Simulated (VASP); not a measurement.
**A VASP 6.6.1 single-point calculation on KCl**

INCAR

```
LREAL = .FALSE.
ENCUT = 520
NBANDS = 15
NELM = 84
EDIFF = 1E-7
PREC = Accurate
LASPH = .TRUE.
ISIF = 2
GGA = PE
SIGMA = 0.2
ISMEAR = -1
LCHARG = .FALSE.
NSW = 0
IBRION = -1
LWAVE = .FALSE.
```

KPOINTS

```
KPOINTS created by Atomic Simulation Environment
0
Gamma
6 6 6
0 0 0
```

POSCAR

```
K  Cl
 1.0000000000000000
     0.0000000000000000    3.6475741436000000    3.6475741436000000
     3.6475741436000000    0.0000000000000000    3.6475741436000000
     3.6475741436000000    3.6475741436000000    0.0000000000000000
 K   Cl
   1   1
Cartesian
  0.0000000000000000  0.0000000000000000  0.0000000000000000
  1.8237870718000000  1.8237870718000000  1.8237870718000000
```

The recommended PBE PAW datasets give the neutral cell 16 valence electrons.

Command

```
mpirun -np 1 vasp_std
```

OSZICAR

```
N       E                     dE             d eps       ncg     rms          rms(c)
DAV:   1     0.965123136426E+02    0.96512E+02   -0.64131E+03   480   0.894E+02
DAV:   2     0.846999769633E+00   -0.95665E+02   -0.87896E+02   606   0.214E+02
DAV:   3    -0.680088602758E+01   -0.76479E+01   -0.76136E+01   648   0.535E+01
DAV:   4    -0.712866872616E+01   -0.32778E+00   -0.32770E+00   863   0.991E+00
DAV:   5    -0.713033849921E+01   -0.16698E-02   -0.16698E-02   648   0.694E-01    0.312E+00
DAV:   6    -0.662111400103E+01    0.50922E+00   -0.75858E-01   641   0.368E+00    0.240E+00
DAV:   7    -0.656927922370E+01    0.51835E-01   -0.19905E-01   669   0.209E+00    0.150E+00
DAV:   8    -0.659189019226E+01   -0.22611E-01   -0.31406E-02   655   0.113E+00    0.292E-01
DAV:   9    -0.659508919782E+01   -0.31990E-02   -0.35033E-03   620   0.314E-01    0.172E-01
DAV:  10    -0.659792646148E+01   -0.28373E-02   -0.17430E-03   480   0.274E-01    0.300E-02
DAV:  11    -0.659798032380E+01   -0.53862E-04   -0.80324E-05   628   0.540E-02    0.983E-03
DAV:  12    -0.659799910270E+01   -0.18779E-04   -0.21568E-05   487   0.366E-02    0.493E-03
DAV:  13    -0.659799968431E+01   -0.58160E-06   -0.51869E-07   678   0.455E-03    0.154E-03
DAV:  14    -0.659799998569E+01   -0.30138E-06   -0.35100E-07   478   0.456E-03    0.108E-03
DAV:  15    -0.659800003216E+01   -0.46472E-07   -0.15889E-08   527   0.791E-04
   1 F= -.65980000E+01 E0= -.65979897E+01  d E =-.207638E-04
```

From OUTCAR

```
k-points           NKPTS =     16   k-points in BZ     NKDIM =     16   number of bands    NBANDS=     15

   NELECT =      16.0000    total number of electrons

   dimension x,y,z NGX =    40 NGY =   40 NGZ =   40
   dimension x,y,z NGXF=    80 NGYF=   80 NGZF=   80

  energy-cutoff  :      520.00
  volume of cell :       97.06
      direct lattice vectors                 reciprocal lattice vectors
     0.000000000  3.647574144  3.647574144    -0.137077406  0.137077406  0.137077406
     3.647574144  0.000000000  3.647574144     0.137077406 -0.137077406  0.137077406
     3.647574144  3.647574144  0.000000000     0.137077406  0.137077406 -0.137077406

 k-points in reciprocal lattice and weights: KPOINTS created by Atomic Simulation Env
   0.00000000  0.00000000  0.00000000       0.005
   0.16666667  0.00000000  0.00000000       0.037
   0.33333333  0.00000000  0.00000000       0.037
   0.50000000  0.00000000  0.00000000       0.019
   0.16666667  0.16666667  0.00000000       0.028
   0.33333333  0.16666667  0.00000000       0.111
   0.50000000  0.16666667  0.00000000       0.111
  -0.33333333  0.16666667  0.00000000       0.111
   ...

 E-fermi :  -0.6802

 k-point     1 :       0.0000    0.0000    0.0000
  band No.  band energies     occupation
      1     -31.0522      2.00000
      2     -15.1536      2.00000
      3     -14.5334      2.00000
      4     -14.5334      2.00000
      5     -14.5334      2.00000
      6      -3.4700      2.00000
      7      -3.4700      2.00000
      8      -3.4700      2.00000
      9       1.0786      0.00030
     10       5.6619      0.00000
     11       5.6619      0.00000
     12       6.4724      0.00000
     13       6.4724      0.00000
     14       6.4724      0.00000
     15       7.3867      0.00000

 k-point     2 :       0.1667    0.0000    0.0000
  band No.  band energies     occupation
      1     -31.0518      2.00000
      2     -15.2034      2.00000
      3     -14.5349      2.00000
      4     -14.5349      2.00000
      5     -14.4798      2.00000
      6      -3.5523      2.00000
      7      -3.4663      2.00000
      8      -3.4663      2.00000
      9       1.4658      0.00004
     10       5.4129      0.00000
     11       5.4129      0.00000
     12       6.0903      0.00000
     13       6.6831      0.00000
     14       6.7901      0.00000
     15       6.7901      0.00000

 k-point     3 :       0.3333    0.0000    0.0000
  band No.  band energies     occupation
      1     -31.0511      2.00000
      2     -15.2848      2.00000
      3     -14.5379      2.00000
      4     -14.5379      2.00000
      5     -14.3912      2.00000
      6      -3.6867      2.00000
      7      -3.4593      2.00000
      8      -3.4593      2.00000
      9       2.3936      0.00000
     10       4.7759      0.00000
     11       5.2395      0.00000
     12       5.2395      0.00000
     13       6.5885      0.00000
     14       6.7257      0.00000
     15       6.7257      0.00000

 ...

  Total       -0.5086908     -0.5086908     -0.5086908     -0.0000000      0.0000000      0.0000000
  in kB       -8.3969607     -8.3969607     -8.3969607     -0.0000000      0.0000000      0.0000000
  external PRESSURE =      -8.3969607 kB  Pullay stress =       0.0000000 kB

 POSITION                                       TOTAL-FORCE (eV/Angst)
 -----------------------------------------------------------------------------------
      0.00000      0.00000      0.00000         0.000000      0.000000     -0.000000
      1.82379      1.82379      1.82379        -0.000000     -0.000000      0.000000
 -----------------------------------------------------------------------------------
    total drift:                               -0.000000     -0.000000     -0.000000

  FREE ENERGIE OF THE ION-ELECTRON SYSTEM (eV)
  ---------------------------------------------------
  free  energy   TOTEN  =        -6.5980000322 eV

  energy  without entropy=       -6.5979792684  energy(sigma->0) =       -6.59798965
```

It converged. Results: gap between bands v and c on the k mesh 4.53 eV; least direct gap on the k mesh 4.55 eV; pressure -0.8 GPa. Band v is the last that the valence electrons fill when counted band by band, and c is the next.

For comparison, a separate PBE run of the intended cell, on usual settings and not on those above, gives a gap of 4.53 eV on its mesh and a pressure of -0.8 GPa.

The run above took about 24 s on one core of a shared host (Intel Xeon Platinum 8488C) and held 0.24 GiB at most.
